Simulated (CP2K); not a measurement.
Runs of CP2K 2026.2 on MgSe. The structure is cubic, space group Fm-3m (No. 225). The conventional cell has a = 5.451 Å, b = 5.451 Å, c = 5.451 Å, α = 90.00°, β = 90.00°, γ = 90.00°. Se (site symmetry m-3m) has 6 Mg at 2.73 Å as nearest neighbours. Mg (site symmetry m-3m) has 6 Se at 2.73 Å as nearest neighbours. 

| level | potentials or basis | smearing | EPS_DEFAULT | NGRIDS | points a segment of the path (NPOINTS) | bands added on the path | gap on the mesh (eV) | pressure (GPa) |
| --- | --- | --- | --- | --- | --- | --- | --- | --- |
| r2SCAN | POTENTIAL_UZH Se GTH-SCAN-q6, Mg GTH-SCAN-q10; TZVP-MOLOPT-SCAN-GTH basis | fermi-dirac 0.0259 eV | 1.0E-10 | 4 | 6 | 6 | 2.42 | 1.8 |
| PBEsol | POTENTIAL_UZH Se GTH-PBE-q6, Mg GTH-PBE-q10; TZVP-MOLOPT-PBE-GTH basis | fermi-dirac 0.0259 eV | 1.0E-10 | 5 | 6 | 2 | (b) | 2.5 |
| TB-mBJ | POTENTIAL_UZH Se GTH-PBE-q6, Mg GTH-PBE-q10; TZVP-MOLOPT-PBE-GTH basis | fermi-dirac 0.0259 eV | 1.0E-10 | 5 | 6 | 4 | (a) | - |
| LDA | GTH_POTENTIALS Se GTH-PADE-q6, Mg GTH-PADE-q10; TZVP-MOLOPT-PBE-GTH basis | fermi-dirac 0.05 eV | 1.0E-9 | 4 | 8 | 6 | 1.52 | -0.1 |

Alike in all rows: task band structure; no spin polarisation; cell as given; k mesh 8 × 8 × 8.

**Question.** Estimate the missing entries.

**Answer.** (a) 1.91; (b) 1.58.

Caveats: the basis of atomic orbitals isn't converged, which shifts pressures, moduli and gaps; the potentials were made for another functional, which shifts forces and pressure (some runs); this is a model potential without an energy functional, so only levels have meaning (some runs).

A k mesh can miss the band edges, and the runs leave out spin-orbit coupling on Se.
